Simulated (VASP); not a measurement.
# SnTe (Fm-3m) in VASP: settings compared

Aim: see how the results for SnTe move with the level of theory and the settings. Levels: PBEsol, r2SCAN, LDA. Tasks: relaxation of cell and atoms, single point.

All numbers are computed with VASP 6.6.1; they aren't measurements. Logs are shortened: lines on timing, memory, paths and dates and some standing lists are left out, and cuts for length are marked.

**What was measured.**

A printed reference work, textbook reports, for a bulk crystal of SnTe at 300 K: band gap 0.18 eV (direct).

The runs below are set against these values where they give the same quantity.

## Step 1: The crystal as given

Symmetry: Fm-3m, No. 225, cubic system. Conventional cell: a = 6.302 Å, b = 6.302 Å, c = 6.302 Å, α = 90.00°, β = 90.00°, γ = 90.00°. Sn (site symmetry m-3m) is surrounded by 6 Te at 3.15 Å. Te (site symmetry m-3m) has 6 Sn at 3.15 Å as nearest neighbours.

## Step 2: Relaxation of cell and atoms, PBEsol

INCAR

```
PREC = Accurate
ENCUT = 600
EDIFF = 1E-6
ISMEAR = 0
SIGMA = 0.03
LREAL = F
LASPH = T
NELM = 80
ALGO = Normal
ISIF = 3
LWAVE = F
LCHARG = F
GGA = PS
IBRION = 2
NSW = 90
EDIFFG = -0.01
KPAR = 8
```

KPOINTS

```
Automatic mesh
0
Gamma
  10 10 10
```

POSCAR

```
SnTe
1.0
    0.0000000000      3.1508500000      3.1508500000
    3.1508500000      0.0000000000      3.1508500000
    3.1508500000      3.1508500000      0.0000000000
Sn Te
1 1
Direct
    0.0000000000      0.0000000000      0.0000000000
    0.5000000000      0.5000000000      0.5000000000
```

Potentials or basis: VASP PAW PBE potentials, release 64 (Sn_d, Te).

On the command line:

```sh
$ cat potpaw_PBE.64/Sn_d/POTCAR potpaw_PBE.64/Te/POTCAR > POTCAR
$ mpirun -np 8 vasp_std > vasp.out
```

OUTCAR:

```text
PREC = Accurate
   ENCUT = 600
   EDIFF = 1E-6
   ISMEAR = 0
   LREAL = F
   LASPH = T
   NELM = 80
   ISIF = 3
   GGA = PS
   IBRION = 2
   NSW = 90
   EDIFFG = -0.01

 ion  position               nearest neighbor table
   1  0.000  0.000  0.000-   2 3.15   2 3.15   2 3.15   2 3.15   2 3.15   2 3.15
   2  0.500  0.500  0.500-   1 3.15   1 3.15   1 3.15   1 3.15   1 3.15   1 3.15

  LATTYP: Found a face centered cubic cell.
 ALAT       =     6.3017000000

  Lattice vectors:

 A1 = (   0.0000000000,   3.1508500000,   3.1508500000)
 A2 = (   3.1508500000,   0.0000000000,   3.1508500000)
 A3 = (   3.1508500000,   3.1508500000,   0.0000000000)

Analysis of symmetry for initial positions (statically):
=====================================================================
 Subroutine PRICEL returns:
 Original cell was already a primitive cell.

 Routine SETGRP: Setting up the symmetry group for a
 face centered cubic supercell.

 Subroutine GETGRP returns: Found 48 space group operations
 (whereof 48 operations were pure point group operations)
 out of a pool of 48 trial point group operations.

The static configuration has the point symmetry O_h .

Analysis of symmetry for dynamics (positions and initial velocities):
=====================================================================
 Subroutine PRICEL returns:
 Original cell was already a primitive cell.

 Routine SETGRP: Setting up the symmetry group for a
 face centered cubic supercell.

 Subroutine GETGRP returns: Found 48 space group operations
 (whereof 48 operations were pure point group operations)
 out of a pool of 48 trial point group operations.

The dynamic configuration has the point symmetry O_h .

 Subroutine INISYM returns: Found 48 space group operations
 (whereof 48 operations are pure point group operations),
 and found     1 'primitive' translations

----------------------------------------------------------------------------------------

                                     Primitive cell

  volume of cell :      62.5624

  direct lattice vectors                    reciprocal lattice vectors
     0.000000000  3.150850000  3.150850000    -0.158687338  0.158687338  0.158687338
     3.150850000  0.000000000  3.150850000     0.158687338 -0.158687338  0.158687338
     3.150850000  3.150850000  0.000000000     0.158687338  0.158687338 -0.158687338

  length of vectors
     4.455974803  4.455974803  4.455974803     0.274854533  0.274854533  0.274854533

  position of ions in fractional coordinates (direct lattice)
     0.000000000  0.000000000  0.000000000
     0.500000000  0.500000000  0.500000000

  ion indices of the primitive-cell ions
   primitive index   ion index
                 1           1
                 2           2

----------------------------------------------------------------------------------------

 KPOINTS: Automatic mesh

Automatic generation of k-mesh.
 Grid dimensions read from file:
 generate k-points for:   10   10   10

 Generating k-lattice:

  Cartesian coordinates                     Fractional coordinates (reciprocal lattice)
    -0.015868734  0.015868734  0.015868734     0.100000000  0.000000000  0.000000000
     0.015868734 -0.015868734  0.015868734     0.000000000  0.100000000  0.000000000
     0.015868734  0.015868734 -0.015868734     0.000000000  0.000000000  0.100000000

  Length of vectors
     0.027485453  0.027485453  0.027485453

  Shift w.r.t. Gamma in fractional coordinates (k-lattice)
     0.000000000  0.000000000  0.000000000

 Subroutine IBZKPT returns following result:
 ===========================================

 Found     47 irreducible k-points:

 Following reciprocal coordinates:
            Coordinates               Weight
  0.000000  0.000000  0.000000      1.000000
  0.100000  0.000000  0.000000      8.000000
  0.200000  0.000000  0.000000      8.000000
  0.300000  0.000000  0.000000      8.000000
  0.400000  0.000000  0.000000      8.000000
  0.500000  0.000000  0.000000      4.000000
[... 16 lines left out ...]
  0.300000  0.300000  0.000000      6.000000
  0.400000  0.300000  0.000000     24.000000
 [... further k-points ...]
   k-points           NKPTS =     47   k-points in BZ     NKDIM =     47   number of bands    NBANDS=     14
   number of dos      NEDOS =    301   number of ions     NIONS =      2
   total plane-waves  NPLWV =  46656
   dimension x,y,z NGX =    36 NGY =   36 NGZ =   36
   dimension x,y,z NGXF=    72 NGYF=   72 NGZF=   72
   ions per type =               1   1
   NGX,Y,Z   is equivalent  to a cutoff of  13.43, 13.43, 13.43 a.u.
   NGXF,Y,Z  is equivalent  to a cutoff of  26.86, 26.86, 26.86 a.u.
 SYSTEM =  unknown system
   PREC   = accura    normal or accurate (medium, high low for compatibility)
   ISTART =      0    job   : 0-new  1-cont  2-samecut
   ICHARG =      2    charge: 1-file 2-atom 10-const
   ISPIN  =      1    spin polarized calculation?
   LNONCOLLINEAR =      F non collinear calculations
   LSORBIT =      F    spin-orbit coupling
   LASPH  =      T    aspherical Exc in radial PAW
   ENCUT  =  600.0 eV  44.10 Ry    6.64 a.u.   8.90  8.90  8.90*2*pi/ulx,y,z
   NELM   =     80;   NELMIN=  2; NELMDL= -5     # of ELM steps
   EDIFF  = 0.1E-05   stopping-criterion for ELM
   LREAL  =      F    real-space projection
   EDIFFG = -.1E-01   stopping-criterion for IOM
   NSW    =     90    number of steps for IOM
   IBRION =      2    ionic relax: 0-MD 1-quasi-New 2-CG
   NFREE  =      1    steps in history (QN), initial steepest desc. (CG)
   ISIF   =      3    stress and relaxation
   ISYM   =      2    0-nonsym 1-usesym 2-fastsym
   POTIM  = 0.5000    time-step for ionic-motion
   TEBEG  =    0.0;   TEEND  =   0.0 temperature during run
   PSTRESS=    0.0 pullay stress
   NELECT =      20.0000    total number of electrons
   NUPDOWN=      -1.0000    fix difference up-down
   EMIN   =  10.00;   EMAX   =-10.00  energy-range for DOS
   EFERMI =   0.00;   METHOD = LEGACY
   ISMEAR =     0;   SIGMA  =   0.03  broadening in eV -4-tet -1-fermi 0-gaus
   EFERMI_NEDOS =   21; number of points for ismear=-14 and -15
   IALGO  =     38    algorithm
   IMIX   =      4    mixing-type and parameters
     AMIX     =   0.40;   BMIX     =  1.00
     AMIX_MAG =   1.60;   BMIX_MAG =  1.00
  volume/ion in A,a.u.               =      31.28       211.10
  Fermi-wavevector in a.u.,A,eV,Ry     =   1.119387  2.115336 17.048485  1.253028
  Thomas-Fermi vector in A             =   2.256026
   LORBIT       =      0    0 simple, 1 ext, 2 COOP (PROOUT), +10 PAW based schemes
   GGA     = PS    functional components
   LHFCALC =     F    Hartree Fock is set to
   AEXX    =    0.0000 exact exchange contribution
   IVDW    =     0    specifies the selected vdW correction
   LEPSILON=     F    determine dielectric tensor
   LRPA    =     F    only Hartree local field effects (RPA)
 conjugate gradient relaxation of ions
 non-spin polarized calculation
 Gauss-broadening in eV      SIGMA  =   0.03
  energy-cutoff  :      600.00
  volume of cell :       62.56
 maximum number of plane-waves:      2108
   NGX = 17   NGY = 17   NGZ = 17

--------------------------------------- Ionic step        1  -------------------------------------------

 number of electron      19.9999998 magnetization

 Free energy of the ion-electron system (eV)
  ---------------------------------------------------
  ext. energy  EPLUGINS =         0.00000000
  ---------------------------------------------------
  free energy    TOTEN  =        -8.33902711 eV

  energy without entropy =       -8.33902661  energy(sigma->0) =       -8.33902686

------------------------ aborting loop because EDIFF is reached ----------------------------------------

  FORCE on cell =-STRESS in cart. coord.  units (eV):
  Direction    XX          YY          ZZ          XY          YZ          ZX
  --------------------------------------------------------------------------------------
  -------------------------------------------------------------------------------------
  Total       -0.1175032     -0.1175032     -0.1175032      0.0000000      0.0000000      0.0000000
  in kB       -3.0091736     -3.0091736     -3.0091736      0.0000000      0.0000000      0.0000000
  external PRESSURE =      -3.0091736 kB  Pullay stress =       0.0000000 kB
[... 57 lines left out ...]
  energy  without entropy=       -8.3392833748  energy(sigma->0) =       -8.33928340

--------------------------------------- Ionic step        3  -------------------------------------------

 number of electron      19.9999998 magnetization

 Free energy of the ion-electron system (eV)
  ---------------------------------------------------
  ext. energy  EPLUGINS =         0.00000000
  ---------------------------------------------------
  free energy    TOTEN  =        -8.33934645 eV

  energy without entropy =       -8.33934632  energy(sigma->0) =       -8.33934639

 E-fermi :   6.9010     XC(G=0):  -9.6785

 val. band max:        6.8215337885   @ k =   0.5000   0.0000   0.0000
 cond. band min:       6.9804077978   @ k =   0.5000   0.0000   0.0000
 fundamental gap:      0.1588740093
 Fermi energy:         6.9009707693

 k-point     1 :       0.0000    0.0000    0.0000
  band No.  band energies     occupation
      1     -14.9092      2.00000
      2     -14.9092      2.00000
      3     -14.9020      2.00000
      4     -14.9020      2.00000
      5     -14.9020      2.00000
      6      -5.9867      2.00000
      7       2.1867      2.00000
      8       4.7283      2.00000
      9       4.7283      2.00000
     10       4.7283      2.00000
     11      10.2204      0.00000
     12      10.2204      0.00000
     13      10.2204      0.00000
     14      11.5816      0.00000
[... 375 lines left out ...]
 k-point    24 :       0.4000    0.3000    0.0000
  band No.  band energies     occupation
      1     -14.9228      2.00000
      2     -14.9061      2.00000
      3     -14.9046      2.00000
      4     -14.8934      2.00000
      5     -14.8930      2.00000
      6      -4.7786      2.00000
      7      -0.0523      2.00000
      8       2.8665      2.00000
      9       3.4499      2.00000
     10       3.6603      2.00000
     11       9.4944      0.00000
     12      10.7329      0.00000
     13      10.8418      0.00000
     14      11.2233      0.00000

 [... further k-points ...]

------------------------ aborting loop because EDIFF is reached ----------------------------------------

  FORCE on cell =-STRESS in cart. coord.  units (eV):
  Direction    XX          YY          ZZ          XY          YZ          ZX
  --------------------------------------------------------------------------------------
  -------------------------------------------------------------------------------------
  Total       -0.0025120     -0.0025120     -0.0025120      0.0000000      0.0000000      0.0000000
  in kB       -0.0646991     -0.0646991     -0.0646991      0.0000000      0.0000000      0.0000000
  external PRESSURE =      -0.0646991 kB  Pullay stress =       0.0000000 kB
[... 17 lines left out ...]
  FREE ENERGIE OF THE ION-ELECTRON SYSTEM (eV)
  ---------------------------------------------------
  free  energy   TOTEN  =        -8.3393464463 eV

  energy  without entropy=       -8.3393463243  energy(sigma->0) =       -8.33934639

 reached required accuracy - stopping structural energy minimisation
```

Run time: 30 s. Hardware: 8 MPI ranks of Intel Xeon Platinum 8488C (Sapphire Rapids), shared host; peak memory 0.26 GiB.

Results:

* Free energy: -8.3393 eV
* Relaxed volume: 31.10 Å³/atom
* Relaxed cell: a = 4.447 Å, b = 4.447 Å, c = 4.447 Å, α = 60.00°, β = 60.00°, γ = 60.00°
* Space group after relaxing (to 0.05 Å): Fm-3m (No. 225)
* Energy gained by relaxing: 0.2 meV/atom
* Ionic steps: 3
* Pressure after relaxing: 0.0 GPa
* Band gap on the k mesh: 0.16 eV, direct

Step by step:
```tsv
step	energy change (eV)	largest force (eV/Å)	pressure (GPa)	volume (Å³)
1	0.0000	0.0000	-0.30	62.56
2	-0.0003	0.0000	0.13	62.03
3	-0.0003	0.0000	-0.01	62.20
```

Final structure:
```
CELL_PARAMETERS angstrom
0.00000 3.14484 3.14484
3.14484 0.00000 3.14484
3.14484 3.14484 0.00000
ATOMIC_POSITIONS crystal
Sn 0.00000 0.00000 0.00000
Te 0.50000 0.50000 0.50000
```

Caveat: the PAW data sets were made with another functional, which shifts forces and pressure a little; spin-orbit coupling is left out, which moves the levels of the heavy elements. A k mesh can miss the band edges.

## Step 3: Relaxation of cell and atoms, PBEsol

This run uses another cell than the first one, of 31.10 Å³/atom, 0.994 times its volume.

Edit INCAR of step 2 so:

```diff
@@ -2,3 +2,3 @@
 ENCUT = 600
-EDIFF = 1E-6
+EDIFF = 1E-7
 ISMEAR = 0
@@ -15,3 +15,3 @@
 NSW = 90
-EDIFFG = -0.01
+EDIFFG = -0.005
 KPAR = 8
```

KPOINTS is that of step 2.

POSCAR

```
SnTe                                    
1.0
    0.0000000000      3.1448388745      3.1448388745
    3.1448388745      0.0000000000      3.1448388745
    3.1448388745      3.1448388745      0.0000000000
  Sn              Te            
     1     1
Direct
     0.0000000000000000    0.0000000000000000    0.0000000000000000
     0.5000000000000000    0.5000000000000000    0.5000000000000000
```

Potentials or basis: VASP PAW PBE potentials, release 64 (Sn_d, Te).

On the command line:

```sh
$ cat potpaw_PBE.64/Sn_d/POTCAR potpaw_PBE.64/Te/POTCAR > POTCAR
$ mpirun -np 8 vasp_std > vasp.out
```

OUTCAR:

```text
PREC = Accurate
   ENCUT = 600
   EDIFF = 1E-7
   ISMEAR = 0
   LREAL = F
   LASPH = T
   NELM = 80
   ISIF = 3
   GGA = PS
   IBRION = 2
   NSW = 90
   EDIFFG = -0.005

 ion  position               nearest neighbor table
   1  0.000  0.000  0.000-   2 3.14   2 3.14   2 3.14   2 3.14   2 3.14   2 3.14
   2  0.500  0.500  0.500-   1 3.14   1 3.14   1 3.14   1 3.14   1 3.14   1 3.14

  LATTYP: Found a face centered cubic cell.
 ALAT       =     6.2896777490

  Lattice vectors:
[... 599 lines left out ...]

  FORCE on cell =-STRESS in cart. coord.  units (eV):
  Direction    XX          YY          ZZ          XY          YZ          ZX
  --------------------------------------------------------------------------------------
  -------------------------------------------------------------------------------------
  Total       -0.0031090     -0.0031090     -0.0031090      0.0000000      0.0000000      0.0000000
  in kB       -0.0800765     -0.0800765     -0.0800765      0.0000000      0.0000000      0.0000000
  external PRESSURE =      -0.0800765 kB  Pullay stress =       0.0000000 kB

 VOLUME and BASIS-vectors are now :
 -----------------------------------------------------------------------------
  energy-cutoff  :      600.00
  volume of cell :       62.20
      direct lattice vectors                 reciprocal lattice vectors
     0.000000000  3.144838874  3.144838874    -0.158990657  0.158990657  0.158990657
     3.144838874  0.000000000  3.144838874     0.158990657 -0.158990657  0.158990657
     3.144838874  3.144838874  0.000000000     0.158990657  0.158990657 -0.158990657

 POSITION                                       TOTAL-FORCE (eV/Angst)
 -----------------------------------------------------------------------------------
      0.00000      0.00000      0.00000        -0.000000      0.000000      0.000000
      3.14484      3.14484      3.14484         0.000000     -0.000000     -0.000000
 -----------------------------------------------------------------------------------
    total drift:                               -0.000000      0.000000      0.000000

  FREE ENERGIE OF THE ION-ELECTRON SYSTEM (eV)
  ---------------------------------------------------
  free  energy   TOTEN  =        -8.3393230051 eV

  energy  without entropy=       -8.3393228831  energy(sigma->0) =       -8.33932294

 reached required accuracy - stopping structural energy minimisation
```

OSZICAR:

```text
N       E                     dE             d eps       ncg     rms          rms(c)
DAV:   1     0.128892021258E+03    0.12889E+03   -0.10579E+04  1328   0.182E+03
DAV:   2     0.330177467047E+01   -0.12559E+03   -0.12369E+03  1370   0.395E+02
DAV:   3    -0.807673866951E+01   -0.11379E+02   -0.11311E+02  1700   0.103E+02
DAV:   4    -0.838388798711E+01   -0.30715E+00   -0.30705E+00  1552   0.185E+01
DAV:   5    -0.839457045660E+01   -0.10682E-01   -0.10682E-01  1890   0.323E+00    0.480E+00
DAV:   6    -0.834201815899E+01    0.52552E-01   -0.12188E-01  1820   0.322E+00    0.301E+00
DAV:   7    -0.833986254480E+01    0.21556E-02   -0.44961E-02  1632   0.152E+00    0.703E-01
DAV:   8    -0.833927353434E+01    0.58901E-03   -0.67473E-03  1592   0.827E-01    0.154E-01
DAV:   9    -0.833933366706E+01   -0.60133E-04   -0.47171E-04  1602   0.229E-01    0.333E-02
DAV:  10    -0.833932366252E+01    0.10005E-04   -0.47224E-05  1624   0.722E-02    0.199E-02
DAV:  11    -0.833932356153E+01    0.10099E-06   -0.25771E-05  1622   0.492E-02    0.206E-02
DAV:  12    -0.833932314179E+01    0.41973E-06   -0.25883E-06  1550   0.151E-02    0.102E-02
DAV:  13    -0.833932300790E+01    0.13389E-06   -0.18535E-07  1186   0.319E-03    0.456E-03
DAV:  14    -0.833932300509E+01    0.28117E-08   -0.12177E-07   712   0.484E-03
   1 F= -.83393230E+01 E0= -.83393229E+01  d E =-.833932E+01
```

CONTCAR:

```text
SnTe
   1.00000000000000
     0.0000000000000000    3.1448388745000000    3.1448388745000000
     3.1448388745000000    0.0000000000000000    3.1448388745000000
     3.1448388745000000    3.1448388745000000    0.0000000000000000
  Sn              Te
     1     1
Direct
     0.0000000000000000    0.0000000000000000    0.0000000000000000
     0.5000000000000000    0.5000000000000000    0.5000000000000000

  0.00000000E+00  0.00000000E+00  0.00000000E+00
  0.00000000E+00  0.00000000E+00  0.00000000E+00
```

Run time: 16 s. Hardware: 8 MPI ranks of Intel Xeon Platinum 8488C (Sapphire Rapids), shared host; peak memory 0.25 GiB.

What came out:

| Property | Result |
| --- | --- |
| Free energy | -8.3393 eV |
| Pressure after relaxing | 0.0 GPa |
| Band gap on the k mesh | 0.16 eV, direct |

Final structure:
```cif
data_structure
_symmetry_space_group_name_H-M 'P 1'
_symmetry_Int_Tables_number 1
_cell_length_a 4.4475
_cell_length_b 4.4475
_cell_length_c 4.4475
_cell_angle_alpha 60.000
_cell_angle_beta 60.000
_cell_angle_gamma 60.000
_cell_volume 62.20
loop_
_atom_site_label
_atom_site_type_symbol
_atom_site_fract_x
_atom_site_fract_y
_atom_site_fract_z
_atom_site_occupancy
Sn1 Sn 0.00000 0.00000 0.00000 1
Te1 Te 0.50000 0.50000 0.50000 1
```

Caveat: the relaxation stopped at its first step, so nothing moved; the PAW data sets were made with another functional, which shifts forces and pressure a little; spin-orbit coupling is left out, which moves the levels of the heavy elements.

(Part 1 of 2 ends here.)
